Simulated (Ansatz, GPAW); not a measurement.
# 1,4-phenylene between two Pt chains: relaxation, then transmission at several levels

How well does 1,4-phenylene between two Pt chains conduct once its atoms have relaxed, and how much do cheaper levels lose?

Calculated with GPAW 26.7.0 and Ansatz 0.2.0; Ansatz plane waves; relaxation of the junction with the lead ends held; PAW set soft_1, in the first sound run; inputs show where later runs differ.

### Step 1. Starting point

The cell holds 26 atoms: 16 Pt, 6 C and 4 H. Its edges and angles: a = 10.798 Å, b = 9.000 Å, c = 42.910 Å, α = 90.0°, β = 90.0°, γ = 90.0°. Regions: left lead, 8 atoms (8 Pt); channel, 10 atoms (6 C and 4 H); right lead, 8 atoms (8 Pt). Vacuum lies along a and b. The structure is stacked along c, and the current runs across the ab planes.

### Step 2. Relaxing the atoms

Transmission follows bond lengths closely, so the atoms between the held lead ends are relaxed first, from a slightly shaken start that lets symmetry break.

The input, input.yaml:

```yaml
crystal:
  lattice:
    - [10.798181021, 0.0, 0.0]
    - [0.0, 9.0, 0.0]
    - [0.0, 0.0, 42.9096518313]
  atoms:
    - { symbol: Pt, position: [0.5, 0.5, 0.0279657361] }
    - { symbol: Pt, position: [0.5, 0.5, 0.0838972084] }
    - { symbol: Pt, position: [0.5, 0.5, 0.1398286806] }
    - { symbol: Pt, position: [0.5, 0.5, 0.1957601528] }
    - { symbol: Pt, position: [0.5, 0.5, 0.2516916251] }
    - { symbol: Pt, position: [0.5, 0.5, 0.3076230973] }
    - { symbol: Pt, position: [0.4946516978, 0.4899373492, 0.3643617048] }
    - { symbol: Pt, position: [0.5043417921, 0.5044317246, 0.419185695] }
    - { symbol: C, position: [0.4997975013, 0.4990281908, 0.4684504866] }
    - { symbol: H, position: [0.7014459215, 0.5001945974, 0.4715790225] }
    - { symbol: H, position: [0.3047558894, 0.5012483838, 0.4703250107] }
    - { symbol: C, position: [0.6116587014, 0.4985778285, 0.4826340148] }
    - { symbol: C, position: [0.3824496151, 0.5004957155, 0.4830160725] }
    - { symbol: C, position: [0.6130175869, 0.4973326332, 0.5168144873] }
    - { symbol: C, position: [0.3905924639, 0.501274236, 0.5154145981] }
    - { symbol: H, position: [0.6933522803, 0.5071395262, 0.5288786853] }
    - { symbol: H, position: [0.3066699914, 0.4992080158, 0.5280916879] }
    - { symbol: C, position: [0.5000106125, 0.4958889031, 0.5325389337] }
    - { symbol: Pt, position: [0.504572699, 0.503004253, 0.5826819806] }
    - { symbol: Pt, position: [0.5010303071, 0.5011609938, 0.6358142545] }
    - { symbol: Pt, position: [0.5, 0.5, 0.6923769027] }
    - { symbol: Pt, position: [0.5, 0.5, 0.7483083749] }
    - { symbol: Pt, position: [0.5, 0.5, 0.8042398472] }
    - { symbol: Pt, position: [0.5, 0.5, 0.8601713194] }
    - { symbol: Pt, position: [0.5, 0.5, 0.9161027916] }
    - { symbol: Pt, position: [0.5, 0.5, 0.9720342639] }
kpoints:
  mp_grid: { grid: [1, 1, 2] }
hamiltonian:
  xc: pbe
  pseudopotentials: { kind: paw, azcp: { folder: soft_1 } }
scf:
  occupations: { method: fermi_dirac, width: 0.1 }
relax:
  f_tol: 0.03
  max_steps: 80
  constraints: [{ sites: [0, 1, 2, 3, 4, 5, 20, 21, 22, 23, 24, 25] }]
```

Run with:

```
$ ansatz run input.yaml --threads 4 --pin off --max-ram 8192MiB --backend cpu --events-out ev --progress --plain --runs-dir out
```

Numbers of over 12 decimals in the logs are rounded to 6 here.

Output:

```text
Engine: ansatz 0.2.0, aarch64-unknown-linux-gnu
Pseudopotentials: kind: paw
Pseudopotential: Pt, paw, valence charge 18, recommended cutoff 420 eV (normal), soft_1/Pt.paw.azcp
Pseudopotential: C, paw, valence charge 4, recommended cutoff 420 eV (normal), soft_1/C.paw.azcp
Pseudopotential: H, paw, valence charge 1, recommended cutoff 420 eV (normal), soft_1/H.paw.azcp
Functional definition: PBE
  parameter kappa = 0.804
  parameter beta = 0.066725
  exchange = pbe_x(kappa = kappa, mu = beta*pi^2/3)
  correlation = pbe_c(beta = beta)
Crystal: 26 atoms, lattice volume = 4170.116 Å³
Basis set: ecut = 420 eV, 81417 PW (Γ), exchange–correlation on 150×128×576 points (8 copies of the dense FFT grid, shifted against one another)
Bands: 190, of which v1, the nominal top of the filled ones, is band 158 counted from 1 (157 counted from 0)
Symmetry: 1 space group operations
Space group: P1 (ITA 1), of the structure as read, at distance tolerance 1.6e-4 Å
k-points: 2
Non-local potential: Pt, projectors of the file, l = 0: 3, l = 1: 2, l = 2: 2, l = 3: 1
Non-local potential: C, projectors of the file, l = 0: 2, l = 1: 2, l = 2: 1
Non-local potential: H, projectors of the file, l = 0: 2, l = 1: 1
PAW form: soft (Blöchl's): semilocal exchange-correlation on the pseudo side does not see the compensation charge
PAW one-centre angular grid: Pt, 590 points (default); XC on 64 Gauss nodes
PAW one-centre angular grid: C, 110 points (default); XC on 64 Gauss nodes
PAW one-centre angular grid: H, 110 points (default); XC on 64 Gauss nodes
Initial density: superposition of atomic densities (neutral atoms: chi_scale 0, normalization atom)
Initial wavefunctions: pseudopotential atomic-orbital guess
Functional: x = pbe(κ = 0.804, μ = 0.219515), c = pbe(β = 0.066725)
SCF iter   1: F=—  HF=-201935.226909 eV  |F-HF|=—  |Δ(HF+E_count)|=         —  Δρ=3.59e-2  dr2=1.51e2  ethr=3.10e-3  ⟨swp⟩=8.0  Hψ=1540  notcnv=0  defer=4
preconditioner: auto → LDOS  [metal: Δε(μ)=0.097 eV  Ē_g=5.014 eV  σ=0.100 eV  W_gap=0.24  n_scr=390 (ndim 8)  ℏωp=7.8 eV  f_vac=0.786  D(μ)=25.15/eV (n_scr^D=86)  β→1.0]
SCF iter   2: F=—  HF=-201922.240332 eV  |F-HF|=—  |Δ(HF+E_count)|=    1.30e1  Δρ=1.79e-2  dr2=1.53e1  ethr=3.10e-3  ⟨swp⟩=4.0  Hψ=1012  notcnv=0  defer=21
SCF iter   3: F=—  HF=-201920.190793 eV  |F-HF|=—  |Δ(HF+E_count)|=    2.05e0  Δρ=4.98e-3  dr2=1.34e0  ethr=3.10e-3  ⟨swp⟩=3.5  Hψ=687  notcnv=0  defer=23
SCF iter   4: F=—  HF=-201919.885253 eV  |F-HF|=—  |Δ(HF+E_count)|=   3.06e-1  Δρ=1.46e-3  dr2=1.60e-1  ethr=4.23e-4  ⟨swp⟩=2.0  Hψ=739  notcnv=0  defer=23
SCF iter   5: F=—  HF=-201919.874062 eV  |F-HF|=—  |Δ(HF+E_count)|=   1.12e-2  Δρ=6.73e-4  dr2=4.62e-2  ethr=5.07e-5  ⟨swp⟩=2.0  Hψ=620  notcnv=0  defer=23
SCF iter   6: F=—  HF=-201919.871553 eV  |F-HF|=—  |Δ(HF+E_count)|=   2.51e-3  Δρ=3.32e-4  dr2=1.21e-2  ethr=1.46e-5  ⟨swp⟩=2.0  Hψ=532  notcnv=0  defer=23
SCF iter   7: F=—  HF=-201919.872058 eV  |F-HF|=—  |Δ(HF+E_count)|=   5.05e-4  Δρ=1.73e-4  dr2=3.39e-3  ethr=3.82e-6  ⟨swp⟩=2.0  Hψ=382  notcnv=0  defer=23
SCF iter   8: F=—  HF=-201919.871967 eV  |F-HF|=—  |Δ(HF+E_count)|=   9.12e-5  Δρ=7.79e-5  dr2=4.90e-4  ethr=1.07e-6  ⟨swp⟩=2.0  Hψ=456  notcnv=0  defer=23
SCF iter   9: F=—  HF=-201919.871966 eV  |F-HF|=—  |Δ(HF+E_count)|=   7.32e-7  Δρ=2.79e-5  dr2=6.93e-5  ethr=1.55e-7  ⟨swp⟩=2.0  Hψ=546  notcnv=0  defer=23
SCF iter  10: F=-201919.871986 eV  HF=-201919.871989 eV  |F-HF|=2.23e-6  |Δ(HF+E_count)|=   2.27e-5  Δρ=1.10e-5  dr2=8.09e-6  ethr=7.12e-9  ⟨swp⟩=4.0  Hψ=1195  notcnv=0
SCF 1 converged in 10 iterations: F = -201919.871986 eV  dr2 = 8.09e-6
  greatest PAW one-centre occupation: 1.000 electrons in one spin orbital (limit 2), on the Pt atom at site 19 (counted from 0), in its partial waves of l = 0
relax step   1: F+E_penalty+E_count = -201919.87198630 eV  Δ(F+E_penalty+E_count) = +0.000e0 eV  max|allowed force component| = 4.855e0 eV/Å  Δτ_max = 0.0000 Å  (10 SCF iters, dr2 threshold 2.25e-5 eV, accepted)
Initial density: handed on by an earlier stage of this run
Initial wavefunctions: those handed on with the density
iter 1 solved again at ethr=6.07e-4 eV; its pass at ethr=3.10e-3 eV (dr2=1.92e0 eV) is discarded
SCF iter   1: F=—  HF=-201920.817574 eV  |F-HF|=—  |Δ(HF+E_count)|=         —  Δρ=4.39e-3  dr2=2.11e0  ethr=6.07e-4  ⟨swp⟩=1.0  Hψ=1242  notcnv=0  defer=23
eigensolver tolerance schedule calibrated: the retry pair's looser diagonalisation under-reported the residual by θ = 0.09 (0.13/decade); ethr = c·dr2/N_el runs at the constant in force after the calibration composes with the one it found (an armed cap, an earlier calibration), c = 5.9e-2
preconditioner: auto → LDOS  [metal: Δε(μ)=0.105 eV  Ē_g=5.339 eV  σ=0.100 eV  W_gap=0.24  n_scr=390 (ndim 8)  ℏωp=7.9 eV  f_vac=0.797  D(μ)=28.65/eV (n_scr^D=98)  β→1.0]
SCF iter   2: F=—  HF=-201920.761824 eV  |F-HF|=—  |Δ(HF+E_count)|=   5.58e-2  Δρ=2.10e-3  dr2=3.56e-1  ethr=3.96e-4  ⟨swp⟩=2.5  Hψ=654  notcnv=0  defer=23
SCF iter   3: F=—  HF=-201920.709411 eV  |F-HF|=—  |Δ(HF+E_count)|=   5.24e-2  Δρ=9.16e-4  dr2=6.90e-2  ethr=6.68e-5  ⟨swp⟩=2.0  Hψ=686  notcnv=0  defer=23
SCF iter   4: F=—  HF=-201920.695374 eV  |F-HF|=—  |Δ(HF+E_count)|=   1.40e-2  Δρ=1.99e-4  dr2=4.96e-3  ethr=1.30e-5  ⟨swp⟩=2.0  Hψ=639  notcnv=0  defer=23
SCF iter   5: F=—  HF=-201920.695261 eV  |F-HF|=—  |Δ(HF+E_count)|=   1.13e-4  Δρ=6.77e-5  dr2=5.20e-4  ethr=9.30e-7  ⟨swp⟩=2.0  Hψ=555  notcnv=0  defer=23
SCF iter   6: F=-201920.695323 eV  HF=-201920.695348 eV  |F-HF|=2.55e-5  |Δ(HF+E_count)|=   8.71e-5  Δρ=2.61e-5  dr2=6.31e-5  ethr=1.88e-8  ⟨swp⟩=3.0  Hψ=1435  notcnv=0
SCF 2 converged in 6 iterations: F = -201920.695323 eV  dr2 = 6.31e-5
relax step   2: F+E_penalty+E_count = -201920.69532277 eV  Δ(F+E_penalty+E_count) = -8.233e-1 eV  max|allowed force component| = 2.039e0 eV/Å  Δτ_max = 0.1289 Å  (6 SCF iters, dr2 threshold 1.00e-4 eV, accepted)
iter 1 solved again at ethr=2.73e-4 eV; its pass at ethr=3.10e-3 eV (dr2=8.62e-1 eV) is discarded
SCF iter   1: F=—  HF=-201921.093997 eV  |F-HF|=—  |Δ(HF+E_count)|=         —  Δρ=3.95e-3  dr2=9.79e-1  ethr=2.73e-4  ⟨swp⟩=1.0  Hψ=1221  notcnv=0  defer=23
eigensolver tolerance schedule calibrated: the retry pair's looser diagonalisation under-reported the residual by θ = 0.12 (0.11/decade); ethr = c·dr2/N_el runs at the constant in force after the calibration composes with the one it found (an armed cap, an earlier calibration), c = 7.8e-2
preconditioner: auto → LDOS  [metal: Δε(μ)=0.106 eV  Ē_g=5.326 eV  σ=0.100 eV  W_gap=0.26  n_scr=390 (ndim 8)  ℏωp=7.9 eV  f_vac=0.797  D(μ)=29.76/eV (n_scr^D=102)  β→1.0]
[...]
relax step   3: F+E_penalty+E_count = -201920.98746671 eV  Δ(F+E_penalty+E_count) = -2.921e-1 eV  max|allowed force component| = 6.579e-1 eV/Å  Δτ_max = 0.1947 Å  (6 SCF iters, dr2 threshold 1.00e-4 eV, accepted)
[... from here on, the SCF cycles and remarks between the steps are left out ...]
relax step   4: F+E_penalty+E_count = -201921.19218264 eV  Δ(F+E_penalty+E_count) = -2.047e-1 eV  max|allowed force component| = 6.091e-1 eV/Å  Δτ_max = 0.2000 Å  (7 SCF iters, dr2 threshold 4.51e-5 eV, accepted)
relax step   5: F+E_penalty+E_count = -201921.25629096 eV  Δ(F+E_penalty+E_count) = -6.411e-2 eV  max|allowed force component| = 3.847e-1 eV/Å  Δτ_max = 0.1911 Å  (7 SCF iters, dr2 threshold 3.86e-5 eV, accepted)
relax step   6: F+E_penalty+E_count = -201921.25157501 eV  Δ(F+E_penalty+E_count) = +4.716e-3 eV  max|allowed force component| = 4.834e-1 eV/Å  Δτ_max = 0.2000 Å  (7 SCF iters, dr2 threshold 5.90e-5 eV, rejected (line search))
relax step   7: F+E_penalty+E_count = -201921.30033488 eV  Δ(F+E_penalty+E_count) = -4.404e-2 eV  max|allowed force component| = 1.560e-1 eV/Å  Δτ_max = 0.0950 Å  (10 SCF iters, accepted)
relax step   8: F+E_penalty+E_count = -201921.30569988 eV  Δ(F+E_penalty+E_count) = -5.365e-3 eV  max|allowed force component| = 7.394e-2 eV/Å  Δτ_max = 0.0691 Å  (8 SCF iters, dr2 threshold 4.00e-6 eV, accepted)
relax step   9: F+E_penalty+E_count = -201921.31012234 eV  Δ(F+E_penalty+E_count) = -4.422e-3 eV  max|allowed force component| = 8.485e-2 eV/Å  Δτ_max = 0.0758 Å  (10 SCF iters, accepted)
relax step  10: F+E_penalty+E_count = -201921.31521556 eV  Δ(F+E_penalty+E_count) = -5.093e-3 eV  max|allowed force component| = 1.715e-1 eV/Å  Δτ_max = 0.1097 Å  (8 SCF iters, dr2 threshold 1.62e-6 eV, accepted)
relax step  11: F+E_penalty+E_count = -201921.31918108 eV  Δ(F+E_penalty+E_count) = -3.966e-3 eV  max|allowed force component| = 1.401e-1 eV/Å  Δτ_max = 0.0697 Å  (6 SCF iters, dr2 threshold 2.94e-5 eV, accepted)
relax step  12: F+E_penalty+E_count = -201921.32222452 eV  Δ(F+E_penalty+E_count) = -3.043e-3 eV  max|allowed force component| = 5.955e-2 eV/Å  Δτ_max = 0.0486 Å  (6 SCF iters, dr2 threshold 1.31e-5 eV, accepted)
relax step  13: F+E_penalty+E_count = -201921.32457098 eV  Δ(F+E_penalty+E_count) = -2.346e-3 eV  max|allowed force component| = 7.393e-2 eV/Å  Δτ_max = 0.0512 Å  (9 SCF iters, accepted)
relax step  14: F+E_penalty+E_count = -201921.32575330 eV  Δ(F+E_penalty+E_count) = -1.182e-3 eV  max|allowed force component| = 5.645e-2 eV/Å  Δτ_max = 0.0332 Å  (6 SCF iters, dr2 threshold 9.88e-7 eV, accepted)
relax step  15: F+E_penalty+E_count = -201921.32627607 eV  Δ(F+E_penalty+E_count) = -5.228e-4 eV  max|allowed force component| = 1.956e-2 eV/Å  Δτ_max = 0.0348 Å  (7 SCF iters, dr2 threshold 1.86e-6 eV, accepted)
iter 1 solved again at ethr=8.93e-11 eV; its pass at ethr=3.10e-3 eV (dr2=2.82e-7 eV) is discarded
SCF iter   1: F=—  HF=-201921.326285 eV  |F-HF|=—  |Δ(HF+E_count)|=         —  Δρ=1.85e-6  dr2=2.84e-7  ethr=8.93e-11  ⟨swp⟩=2.0  Hψ=895  notcnv=0  defer=23
preconditioner: auto → LDOS  [metal: Δε(μ)=0.120 eV  Ē_g=5.355 eV  σ=0.100 eV  W_gap=0.28  n_scr=390 (ndim 8)  ℏωp=7.9 eV  f_vac=0.796  D(μ)=32.32/eV (n_scr^D=122)  β→1.0]
SCF iter   2: F=—  HF=-201921.326276 eV  |F-HF|=—  |Δ(HF+E_count)|=   8.56e-6  Δρ=1.43e-6  dr2=1.41e-7  ethr=8.93e-11  ⟨swp⟩=3.0  Hψ=632  notcnv=0  defer=23
SCF iter   3: F=-201921.326276 eV  HF=-201921.326276 eV  |F-HF|=3.60e-8  |Δ(HF+E_count)|=   2.33e-9  Δρ=7.73e-7  dr2=5.51e-8  ethr=3.16e-11  ⟨swp⟩=4.0  Hψ=1178  notcnv=0
SCF 16 converged in 3 iterations: F = -201921.326276 eV  dr2 = 5.51e-8
relax step  16: F+E_penalty+E_count = -201921.32627624 eV  Δ(F+E_penalty+E_count) = -1.743e-7 eV  max|allowed force component| = 1.958e-2 eV/Å  Δτ_max = 0.0000 Å  (3 SCF iters, accepted)
SCF converged after 3 iterations
Free energy (F): -201921.326276 eV
Harris-Foulkes:  -201921.326276 eV  (|F-HF|=3.60e-8)
Internal energy: -201920.226693 eV  (E = F + TS)
E sigma→0 (E₀):  -201920.776485 eV
Entropy (-TS):   -1.099583 eV (-42.292 meV/atom)
Fermi energy:    -4.197739 eV
--- Per-component energies (eV) ---
  E_band       = -9857.760950
  E_kinetic    = 10098.821768
  E_local      = -105767.582930  (includes V_loc(G=0)·N_el)
  E_nonlocal   = 3425.907723
  E_hartree    = 46104.703107
  E_xc         = -3979.517164
  E_vxc        = -4654.907172  (∫ρ·V_xc dr)
  E_paw        = -152361.314866  (= ΣΔE_a)
  E_vpaw       = -5169.416864  (= ΣTr[D̂ρ^β])
  E_aug_tail   = 0.013624  (compensation charges beyond the density's cutoff)
  E_ewald      = 558.742043
  E_smearing   = -1.099583  (= −TS)
  E_closure    = -0.000000  (closes the sum)
  Σ components = -201921.326276   (vs F -201921.326276, Δ=0.00e0)
--- Forces (eV/Å), atoms counted from 1 ---
  atom   1  Pt     0.01623173     0.00089954    -0.02744006
  atom   2  Pt     0.01451601     0.00021021    -0.05160135
  atom   3  Pt    -0.02993982    -0.00168701     0.03165136
  atom   4  Pt    -0.05063257    -0.00178035     0.14037280
  atom   5  Pt    -0.03774297    -0.00139983     0.05261559
  atom   6  Pt     0.08531911    -0.00088968     0.73989124
  atom   7  Pt     0.00061795     0.00079278    -0.01412025
  atom   8  Pt     0.00294271     0.00388035     0.01898158
  atom   9  C      0.01038569    -0.00207876    -0.00489630
  atom  10  H     -0.00798139     0.00049518    -0.00674082
  atom  11  H     -0.00047078     0.00323624    -0.00552328
  atom  12  C      0.01038495    -0.00027031     0.01163297
  atom  13  C     -0.01957902    -0.00436941     0.01593716
  atom  14  C     -0.00496031    -0.00574249    -0.00784695
  atom  15  C      0.00657344    -0.00389574    -0.01762133
  atom  16  H      0.00578794     0.00209370    -0.00241758
  atom  17  H     -0.00519081    -0.00045382     0.00044538
  atom  18  C      0.00711712     0.01818454     0.01839890
  atom  19  Pt    -0.00549148    -0.00326098    -0.00697565
  atom  20  Pt     0.00672850    -0.00127244     0.01147620
  atom  21  Pt     0.08261136     0.00166063    -0.74918594
  atom  22  Pt    -0.03739093    -0.00243769    -0.05258594
  atom  23  Pt    -0.05039063    -0.00241228    -0.14159408
  atom  24  Pt    -0.02981928    -0.00128911    -0.03220887
  atom  25  Pt     0.01431075     0.00087418     0.05154017
  atom  26  Pt     0.01612667     0.00092684     0.02782329
  max |Σ_I F_I| component: 6.39e-5 eV/Å
--- Relaxed structure (16 steps of the walk, 15 accepted, 0 SCFs on fresh bases) ---
  F+E_penalty+E_count = -201921.32627624 eV   max|allowed force component| = 1.958e-2 eV/Å
  atoms:
    - { symbol: Pt, position: [0.5, 0.5, 0.027966] }
    - { symbol: Pt, position: [0.5, 0.5, 0.083897] }
    - { symbol: Pt, position: [0.5, 0.5, 0.139829] }
    - { symbol: Pt, position: [0.5, 0.5, 0.195760] }
    - { symbol: Pt, position: [0.5, 0.5, 0.2516916251] }
    - { symbol: Pt, position: [0.5, 0.5, 0.307623] }
    - { symbol: Pt, position: [0.453421, 0.497544, 0.364620] }
    - { symbol: Pt, position: [0.532497, 0.498450, 0.419922] }
    - { symbol: C, position: [0.498815, 0.498310, 0.465801] }
    - { symbol: H, position: [0.700677, 0.505042, 0.472028] }
    - { symbol: H, position: [0.298489, 0.491701, 0.471628] }
    - { symbol: C, position: [0.610551, 0.501962, 0.483597] }
    - { symbol: C, position: [0.387578, 0.494650, 0.483592] }
    - { symbol: C, position: [0.610449, 0.501636, 0.516338] }
    - { symbol: C, position: [0.387431, 0.494405, 0.516288] }
    - { symbol: H, position: [0.700382, 0.504333, 0.527995] }
    - { symbol: H, position: [0.298335, 0.491394, 0.528242] }
    - { symbol: C, position: [0.498631, 0.497929, 0.534091] }
    - { symbol: Pt, position: [0.532422, 0.500440, 0.579959] }
    - { symbol: Pt, position: [0.453526, 0.497343, 0.635337] }
    - { symbol: Pt, position: [0.5, 0.5, 0.692377] }
    - { symbol: Pt, position: [0.5, 0.5, 0.748308] }
    - { symbol: Pt, position: [0.5, 0.5, 0.804240] }
    - { symbol: Pt, position: [0.5, 0.5, 0.860171] }
    - { symbol: Pt, position: [0.5, 0.5, 0.916103] }
    - { symbol: Pt, position: [0.5, 0.5, 0.972034] }
```

Elapsed: 6.9 min, on 4 threads of Arm Neoverse V1, shared host; peak memory 6.5 GiB; 27 min of CPU time.

The steps of the relaxation:

```tsv
step	energy less that of the first step (eV)	largest force component (eV/Å)
1	0.0000	4.8554
2	-0.8233	2.0389
3	-1.1155	0.6579
4	-1.3202	0.6091
5	-1.3843	0.3847
6	-1.3796	0.4834
7	-1.4283	0.1560
8	-1.4337	0.0739
9	-1.4381	0.0848
10	-1.4432	0.1715
11	-1.4472	0.1401
12	-1.4502	0.0595
13	-1.4526	0.0739
14	-1.4538	0.0565
15	-1.4543	0.0196
16	-1.4543	0.0196
```

Relaxation step 6 was tried and not accepted.

The atoms that moved most (Å):

```tsv
atom	dx	dy	dz	length
Pt20	-0.513	-0.034	-0.020	0.515
Pt7	-0.445	0.068	0.011	0.451
Pt19	0.301	-0.023	-0.117	0.323
Pt8	0.304	-0.054	0.032	0.310
H11	-0.068	-0.086	0.056	0.123
H17	-0.090	-0.070	0.006	0.114
C9	-0.011	-0.006	-0.114	0.114
H16	0.076	-0.025	-0.038	0.089
```

Numbers from this step:

| Property | Result |
| --- | --- |
| free energy | -201921.3263 eV |
| smearing term TS | 1.100 eV |
| symmetry operations | 1 |

The relaxation lowered the energy of the cell by 1.45 eV.

[end of part 1 of 3]

[Logs are printed without paths, hosts, clocks, repeated set-up lines and the standing remarks that a program may print on its own settings, such as how far it seeks lower states.]

[Hosts, paths, dates, database ids (printed as entryN), source tags and the programs' standing remarks are cut or masked in the printed files.]
